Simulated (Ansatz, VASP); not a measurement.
## Two plane-wave programs on H

INCAR

```
SYSTEM = H
  PREC = Accurate
  ENCUT = 520
  EDIFF = 1E-6
  ISMEAR = 0
  SIGMA = 0.05
  LREAL = .FALSE.
  LASPH = .TRUE.
  NELM = 100
  ALGO = Normal
  ISIF = 2
  LWAVE = .FALSE.
  LCHARG = .FALSE.
  GGA = CA
  NBANDS = 10
```

Contents of KPOINTS:

```
Automatic mesh
0
G
  8 8 4
  0 0 0
```

POSCAR

```
H
1.0
    1.7227157937     -2.8546142004      0.0000000000
    1.7227157937      2.8546142004      0.0000000000
    0.0000000000      0.0000000000      6.3137686200
H
4
Direct
    0.5678085000      0.4321915000      0.9995149500
    0.4321915000      0.5678085000      0.0004850500
    0.4321915000      0.5678085000      0.4995149500
    0.5678085000      0.4321915000      0.5004850500
```

Input for Ansatz:

```yaml
crystal:
  lattice:
    - [1.7227157937, -2.8546142004, 0.0]
    - [1.7227157937, 2.8546142004, 0.0]
    - [0.0, 0.0, 6.31376862]
  atoms:
    - { symbol: H, position: [0.5678085, 0.4321915, 0.99951495] }
    - { symbol: H, position: [0.4321915, 0.5678085, 0.00048505] }
    - { symbol: H, position: [0.4321915, 0.5678085, 0.49951495] }
    - { symbol: H, position: [0.5678085, 0.4321915, 0.50048505] }
basis:
  ecutwfc: 420
kpoints:
  mp_grid: { grid: [8, 8, 4] }
hamiltonian:
  xc: lda
scf:
  occupations: { method: gaussian, width: 0.05 }
output:
  forces: true
  stress: true
  eigenvalues: true
```

Change from the starting cell: strain +0.0450 x Voigt [1, 1, 0, 0, 0, 0], atoms carried along.

Alike in both runs: task single point; functional LDA; k mesh 8 × 8 × 4; occupations gaussian, width 0.05 eV; no spin polarisation.

|  | VASP | Ansatz |
| --- | --- | --- |
| version | VASP 6.6.1 | Ansatz 0.2.0 |
| potentials or method | VASP PAW LDA potentials, release 64 (H) | scalar-relativistic, plane waves, PAW |
| plane-wave cutoff (eV) | 520 | 420 |
| valence electrons in the cell | 4 | 4 |

VASP gave:

```
gap on the k mesh at the Fermi level (eV)       : 7.54
least direct gap on the mesh (eV)               : 7.55
pressure (GPa)                                  : -0.8
largest component of the traceless stress (GPa) : 0.64
rms of the force components (eV/Å)              : 0.094
```

Q: What did Ansatz give for the same quantities?

A: gap on the k mesh at the Fermi level (eV): 7.55; least direct gap on the mesh (eV): 7.55; pressure (GPa): -0.7; largest component of the traceless stress (GPa): 0.66; rms of the force components (eV/Å): 0.103.

Atom by atom the forces differ by 0.010 eV/Å (rms over components).

A k mesh can miss the band edges.
